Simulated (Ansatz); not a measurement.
Energy ranking of Si4C3 structures

Computed with DFT PBE, scalar-relativistic, plane waves, PAW (Ansatz). Settings: cutoff 420 eV, Γ-centred meshes spaced at most about 0.3 Å⁻¹, and about 0.25 Å⁻¹ or finer for metals (2π included), Gaussian smearing. No spin polarisation.

Energies over the elements count from the elements' standard structures at the same level, with no fitted energy shifts.

Temperature and zero-point effects are left out. The comparison covers the computed candidates alone. The reference form of C is held partly by dispersion forces, which this level lacks.

Invented guesses were relaxed alike, and ends that match in structure were merged. ΔE counts from the first row. Coordination counts C atoms around Si (those within 1.25 times the shortest such distance or 1.15 times the sum of covalent radii, 1.27 where that leaves under three; the shortest distance is added where it exceeds 1.18 times the sum of covalent radii; a slash parts the counts of unlike sites). The ends were matched against large subsets of the Crystallography Open Database and the Materials Project, so a missing match doesn't prove that a structure is unreported.

```
#                         reached from  type and space group  atoms  Å³/atom           coordination  ΔE (meV/atom)  gap on mesh (eV)  in databases
1  a cell proposed by chemical analogy        P3m1 (No. 156)     14     11.5  Si 1/3/4/6 from 3.5 Å              0              0.00      no match
2                  Sn3As4 type (P-43m)       P-43m (No. 215)      7     11.8                   Si 3            280              0.00      no match
3  a cell proposed by chemical analogy      P6_3/m (No. 176)     14     12.7                   Si 3            347              0.00      no match
```

The lowest: Space group P3m1 (No. 156), trigonal, a = 3.138 Å, c = 18.808 Å. Around Si on its first site lie 4 C at 1.89–1.92 Å; around Si on its second site lie 4 C at 1.89–1.91 Å; Si on its third site has 1 C at 1.89 Å and 3 Si at 2.25 Å; Si on its fourth site has 3 C at 1.91 Å and 1 Si at 2.37 Å; C on its first site is surrounded by 4 Si at 1.89–1.92 Å; 9 more sites not described. Its energy over the elements is −0.02 eV/atom. The formation energy is too near zero to say whether this cell lies below the elements. An observed structure of this formula, if there is one, may be missing.

Space group P3m1 (No. 156). a = 3.138 Å, b = 3.138 Å, c = 18.808 Å, α = 90.00°, β = 90.00°, γ = 120.00°
| atom | site | symmetry | x | y | z |
| --- | --- | --- | --- | --- | --- |
| Si | 1c | 3m. | 0.6667 | 0.3333 | 0.2645 |
| Si | 1b | 3m. | 0.3333 | 0.6667 | 0.1307 |
| Si | 1a | 3m. | 0.0000 | 0.0000 | 0.9973 |
| Si | 1b | 3m. | 0.3333 | 0.6667 | 0.8006 |
| Si | 1c | 3m. | 0.6667 | 0.3333 | 0.6660 |
| Si | 1a | 3m. | 0.0000 | 0.0000 | 0.3981 |
| Si | 1b | 3m. | 0.3333 | 0.6667 | 0.5317 |
| Si | 1b | 3m. | 0.3333 | 0.6667 | 0.9265 |
| C | 1b | 3m. | 0.3333 | 0.6667 | 0.2312 |
| C | 1a | 3m. | 0.0000 | 0.0000 | 0.0979 |
| C | 1c | 3m. | 0.6667 | 0.3333 | 0.7682 |
| C | 1b | 3m. | 0.3333 | 0.6667 | 0.6333 |
| C | 1c | 3m. | 0.6667 | 0.3333 | 0.3652 |
| C | 1a | 3m. | 0.0000 | 0.0000 | 0.4992 |

The second: Space group P-43m (No. 215), cubic, a = 4.357 Å. Si is surrounded by 3 C at 1.89 Å; around C lie 4 Si at 1.89 Å. Counting C atoms around Si, the first has Si 1/3/4/6 from 3.5 Å and the second has Si 3. The first holds Si–Si nets (shortest 2.25 Å); in the second the shortest Si–Si distance is 3.06 Å. Cells relaxed within their symmetry can be saddle points.

```yaml
crystal:
  lattice:
    - [4.35725, 0.00000, 0.00000]
    - [0.00000, 4.35725, 0.00000]
    - [0.00000, 0.00000, 4.35725]
  atoms:
    - { symbol: Si, position: [0.25193, 0.74807, 0.25193] }
    - { symbol: Si, position: [0.74807, 0.25193, 0.25193] }
    - { symbol: Si, position: [0.25193, 0.25193, 0.74807] }
    - { symbol: Si, position: [0.74807, 0.74807, 0.74807] }
    - { symbol: C, position: [0.00000, 0.00000, 0.50000] }
    - { symbol: C, position: [0.50000, 0.00000, 0.00000] }
    - { symbol: C, position: [0.00000, 0.50000, 0.00000] }
```

Some structure types and database cells were kept out of the candidates from the start, so a known form may be missing.
